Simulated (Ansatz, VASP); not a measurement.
**One calculation of NaCl, two programs**

```
Na Cl
1.0
     4.50776    0.00000    0.00000
    -2.25388    3.90383    0.00000
     0.00000    0.00000    7.79904
Na Cl
2 2
Direct
  0.66667 0.33333 0.75052
  0.33333 0.66667 0.24948
  0.00000 0.00000 0.75019
  0.00000 0.00000 0.24981
```

Alike in both runs: functional PBE; dispersion D3(BJ); k mesh 6 × 6 × 2; occupations gaussian, width 0.1 eV; no spin polarisation.

Ansatz relaxed the structure, and its values are those at the end. VASP's run is a single point on that final structure, the one shown.

|  | VASP | Ansatz |
| --- | --- | --- |
| version | VASP 6.6.1 | Ansatz 0.2.0 |
| potentials or method | VASP PAW PBE potentials, release 64 (Na_pv, Cl) | scalar-relativistic, plane waves, PAW |
| plane-wave cutoff (eV) | 520 | 420 |
| valence electrons in the cell | 28 | 32 |

```csv
,VASP,Ansatz,Ansatz less VASP
gap on the k mesh at the Fermi level (eV),3.88,3.88,-0.002
least direct gap on the mesh (eV),3.96,3.96,-0.001
pressure (GPa),-0.2,-0.2,+0.01
```

The two sets of potentials don't hold the same shells in valence.

A k mesh can miss the band edges.
